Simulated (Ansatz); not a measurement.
**A sublattice moved along a line in MgO**

The calculation used DFT PBE, scalar-relativistic, plane waves, PAW (Ansatz). Cutoff 420 eV, Γ-centred 9×9×6 k-points, Gaussian smearing of 0.05 eV. No spin polarisation. Energies are free energies at this smearing, counted from the undisturbed cell; pressure is positive in compression.

The undisturbed cell (as given, not relaxed at this level; it stands at 3.3 GPa; this wurtzite form isn't the usual structure):

```
CELL_PARAMETERS angstrom
3.30779 0.00000 0.00000
-1.65389 2.86463 0.00000
0.00000 0.00000 4.98288
ATOMIC_POSITIONS crystal
Mg 0.33333 0.66667 0.00216
Mg 0.66667 0.33333 0.50216
O 0.33333 0.66667 0.40244
O 0.66667 0.33333 0.90244
```

Every O atom is moved by x along the Cartesian unit vector (0.577, 0.577, 0.577); the cell and all other atoms stay fixed.

```csv
x (Å),ΔE (meV/cell)
-0.3000,691.2
-0.2250,401.1
-0.1500,183.8
0.0000,0.0
0.0750,52.4
0.2250,512.4
0.3000,959.9
```

(1) Predict the force along x on the moved atoms (eV/Å) at each point.

Results:

(1)
| x (Å) | force along x on the moved atoms (eV/Å) |
| --- | --- |
| -0.3000 | 4.32 |
| -0.2250 | 3.40 |
| -0.1500 | 2.38 |
| 0.0000 | -0.01 |
| 0.0750 | -1.42 |
| 0.2250 | -4.89 |
| 0.3000 | -7.11 |